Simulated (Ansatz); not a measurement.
# Elastic constants of SiC at 8 GPa (stress–strain coefficients): input and output

Theory: Ansatz 0.2.0, DFT PBE, scalar-relativistic, plane waves, PAW.

Launched with:
```bash
ansatz run input.yaml --threads 1 --pin off --max-ram 3072MiB --backend cpu --events-out ev --progress --plain --runs-dir out
```

Input (bare energies are in eV):
```yaml
crystal:
  lattice:
    - [0.0, 2.1643841627, 2.1643841627]
    - [2.1643841627, 0.0, 2.1643841627]
    - [2.1643841627, 2.1643841627, 0.0]
  atoms:
    - { symbol: Si, position: [0.0, 0.0, 0.0] }
    - { symbol: C, position: [0.75, 0.75, 0.75] }
basis:
  ecutwfc: 420
kpoints:
  mp_grid: { grid: [12, 12, 12] }
hamiltonian:
  xc: pbe
scf:
  occupations: { method: fixed }
output:
  forces: true
  stress: true
  eigenvalues: true
  polarization: {}
elastic:
  mode: relaxed_ion
  stencil: two_point
```

From the output:
```
--- Elastic constants: 2 strain directions × 2 members + reference (group order 24) ---
  dense FFT box of the reference and of every strained cell: 24×24×24
  strains applied: 11, 23; error gains: componentwise 1.00 (the most a stress slope's error grows in a printed constant), spectral 1.73 (1 for all six strains in a standard setting)
  C = ∂σ_k/∂η_j (tension-positive GPa; Voigt order 11 22 33 23 13 12):
       414.640    157.593    157.593     -0.000     -0.000     -0.000
       157.593    414.640    157.593     -0.000      0.000      0.000
       157.593    157.593    414.640     -0.000      0.000      0.000
        -0.000      0.000      0.000    253.517     -0.000     -0.000
        -0.000     -0.000     -0.000      0.000    253.517     -0.000
        -0.000      0.000     -0.000      0.000     -0.000    253.517
  reference stress σ⁰ (GPa):     -8.000     -8.000     -8.000     -0.000      0.000     -0.000
  C* (energy form; C + prestress term) asymmetry max|C*_kj − C*_jk| = 5.684e-14 GPa — a small one proves nothing (zero by symmetry where the batch's group is 432, −43m or m−3m); a large one is finite-difference/SCF noise where every solve ...
  moduli (Voigt/Reuss/Hill, GPa): K = 243.28/243.28/243.28   G = 203.52/182.52/193.02   E = 457.94   ν = 0.186
  mechanically stable: yes (min eigenvalue of sym C = 253.52 GPa)
  e, the proper piezoelectric tensor (elastic.mode: relaxed_ion; C/m²; rows x y z; Voigt order 11 22 33 23 13 12):
      -0.00000    0.00000   -0.00000   -0.07990    0.00000    0.00000
       0.00000    0.00000    0.00000   -0.00000   -0.07990   -0.00000
      -0.00000    0.00000    0.00000    0.00000   -0.00000   -0.07990
  ±, each entry's uncertainty from the finite density of the strings (C/m²), an estimate: the size of the correction for it that the entry includes:
       0.00000    0.00000    0.00000    0.00526    0.00000    0.00000
       0.00000    0.00000    0.00000    0.00000    0.00526    0.00000
       0.00000    0.00000    0.00000    0.00000    0.00000    0.00526
  the group's symmetry takes up to 5.0e-9 C/m² out of the measured responses: error of the strings' finite density and of the mesh across them, as far as it breaks the symmetry (raise kpoints.mp_grid and any string_points); the largest step ...
  strain η (Voigt 11):  stress-route row diagonal C_11 = 414.64 GPa, energy-path curvature d²(F+E_count+ΔE)/dδ²/Ω₀ = 415.00 GPa
         δ    σ_11 (GPa) F (eV) n_scf n_hpsi n_pw
    -2.000e-3      -8.8290        -887.1405285       7   27032    411   relax 0 steps, max|allowed force component| 1.67e-16 eV/Å
     2.000e-3      -7.1705        -887.1445962       7   26996    415   relax 0 steps, max|allowed force component| 1.67e-16 eV/Å
  strain η (Voigt 23):  stress-route row diagonal C_44 = 253.52 GPa, energy-path curvature d²(F+E_count+ΔE)/dδ²/Ω₀ = 257.85 GPa
         δ    σ_23 (GPa) F (eV) n_scf n_hpsi n_pw
    -2.000e-3      -0.5070        -887.1426044       7   39955    411   relax 3 steps, max|allowed force component| 3.38e-7 eV/Å
     2.000e-3       0.5070        -887.1426044       7   39951    411   relax 3 steps, max|allowed force component| 3.33e-7 eV/Å
--- Formal polarisation (Berry phase): one branch of a lattice of values; only differences between neighbouring runs are physical ---
  axis mesh electronic ionic p = total spread (rad) least overlap resolved gap  δp at fixed H ≤   (phases in cycles; p mod 2; gap in eV; gap and δp judge the states as solved, not the mesh's step, its ...
  b1    12×12×12        0.00000000     3.00000000     3.00000000      0.082985         0.9445        4.5660           8.6e-7
  b2    12×12×12       -0.00000000     3.00000000     3.00000000      0.082985         0.9445        4.5660           8.6e-7
  b3    12×12×12       -0.00000000     3.00000000     3.00000000      0.082985         0.9445        4.5660           8.6e-7
  quantum along a1:   0.30188831 e/Å² =   483.678404 µC/cm²
  quantum along a2:   0.30188831 e/Å² =   483.678404 µC/cm²
  quantum along a3:   0.30188831 e/Å² =   483.678404 µC/cm²
  P = (  0.64040182,   0.64040182,   0.64040182) e/Å² = ( 1026.036838,  1026.036838,  1026.036838) µC/cm²  (mod the quanta)
```

It took 40 s on 1 thread of Intel(R) Xeon(R) Platinum 8488C (Sapphire Rapids), with other jobs on the host, peak memory 0.44 GiB.